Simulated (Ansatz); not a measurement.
Relaxed bulk GaAs:

```
CELL_PARAMETERS angstrom
0.00000 2.82914 2.82914
2.82914 0.00000 2.82914
2.82914 2.82914 0.00000
ATOMIC_POSITIONS crystal
Ga 0.00000 0.00000 0.00000
As 0.75000 0.75000 0.75000
```

Miller indices refer to the conventional cell of F-43m (No. 216), a = 5.658 Å, b = 5.658 Å, c = 5.658 Å, α = 90.00°, β = 90.00°, γ = 90.00°. The bulk's gap is 0.42 eV.

The (111) slab of 8 planes, 10.6 Å thick with 15 Å of vacuum as cut; outer planes Ga (top) and As (bottom).

These are results of DFT PBEsol, scalar-relativistic, plane waves, PAW (Ansatz), not measurements. Plane waves to 420 eV, a k mesh through Γ of 9×9×1 on the computed 8-atom cell and Gaussian smearing (0.05 eV); no spin polarisation. A dipole correction removes the field between periodic images along c.

This cut of an insulator is polar or leaves open shells, so the slab is metallic here; real surfaces compensate by reconstruction or adsorbates.

With the atoms at the bulk's places:

```json
{
  "Surface energy (mean of both faces)": "1.28 J/m²",
  "Gap of the slab on the mesh": "none (metal or semimetal)",
  "Work function": "3.76 eV (top), 5.82 eV (bottom)",
  "Dipole of the slab along +c, per cell": "0.16 e·Å"
}
```

(1) What changes when all atoms relax within this surface cell and its symmetry?

Gaps are read on the k points sampled, so a band crossing between them can be missed.

Results:

(1) The energy falls by 0.032 J/m² a face, and the largest move is 0.11 Å.

| Property | Result |
| --- | --- |
| Surface energy (mean of both faces) | 1.25 J/m² |
| Gap of the slab on the mesh | none (metal or semimetal) |
| Work function | 3.62 eV (top), 5.87 eV (bottom) |
| Dipole of the slab along +c, per cell | 0.17 e·Å |

```json
{"plane (bottom to top)": "1", "atoms": "As", "spacing to next, bulk (Å)": "0.817", "relaxed (Å)": "0.840", "change (%)": "+2.8"}
{"plane (bottom to top)": "2", "atoms": "Ga", "spacing to next, bulk (Å)": "2.450", "relaxed (Å)": "2.537", "change (%)": "+3.5"}
{"plane (bottom to top)": "3", "atoms": "As", "spacing to next, bulk (Å)": "0.817", "relaxed (Å)": "0.778", "change (%)": "-4.8"}
{"plane (bottom to top)": "4", "atoms": "Ga", "spacing to next, bulk (Å)": "2.450", "relaxed (Å)": "2.521", "change (%)": "+2.9"}
{"plane (bottom to top)": "5", "atoms": "As", "spacing to next, bulk (Å)": "0.817", "relaxed (Å)": "0.777", "change (%)": "-4.8"}
{"plane (bottom to top)": "6", "atoms": "Ga", "spacing to next, bulk (Å)": "2.450", "relaxed (Å)": "2.550", "change (%)": "+4.1"}
{"plane (bottom to top)": "7", "atoms": "As", "spacing to next, bulk (Å)": "0.817", "relaxed (Å)": "0.734", "change (%)": "-10.1"}
{"plane (bottom to top)": "8", "atoms": "Ga", "spacing to next, bulk (Å)": "", "relaxed (Å)": "", "change (%)": ""}
```